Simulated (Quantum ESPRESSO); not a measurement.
Runs of Quantum ESPRESSO 7.5 on P. It takes space group Cmce (No. 64, orthorhombic). The conventional cell has a = 3.295 Å, b = 10.930 Å, c = 4.544 Å, α = 90.00°, β = 90.00°, γ = 90.00°. P (site symmetry m) has 3 P at 2.20 to 2.25 Å as nearest neighbours. 

| task | level | cell | most ionic steps | forc conv thr | etot conv thr | ion dynamics | cell dynamics | gap on the mesh (eV) | pressure (GPa) | largest force (eV/Å) |
| --- | --- | --- | --- | --- | --- | --- | --- | --- | --- | --- |
| relaxation of cell and atoms | SOGGA | relaxed to 0.3 kbar | 40 | 0.0004 Ry/bohr | 1e-05 Ry | bfgs | bfgs | none | 0.0 | - |
| relaxation of cell and atoms | HCTH | relaxed to 0.3 kbar | 40 | 0.0004 Ry/bohr | 1e-05 Ry | bfgs | bfgs | 0.88 | 0.0 | - |
| band structure | HCTH | as given | - | - | - | - | - | 0.25 | 3.0 | 0.02 |
| band structure | B86bPBE | as given | - | - | - | - | - | (b) | 2.6 | (a) |
| relaxation of cell and atoms | RGE2 | relaxed to 0.3 kbar | 40 | 0.0004 Ry/bohr | 1e-05 Ry | bfgs | bfgs | none | 0.0 | - |

Alike in all rows: potentials or basis PseudoDojo 0.4.1 SR PBE standard; no spin polarisation; k mesh 8 × 8 × 6; cutoff (eV) 599; smearing fermi-dirac 0.05 eV.

Q: Fill in the values left out.

A: (a) 0.36; (b) 0.11.

Caveats: the potentials were made for another functional, which shifts forces and pressure; SOGGA exchange is joined with the correlation of PBE here (some runs); some levels on the path didn't converge (some runs).

A k mesh can miss the band edges.

A gap of «none» marks a metal or a gap under the smearing width.
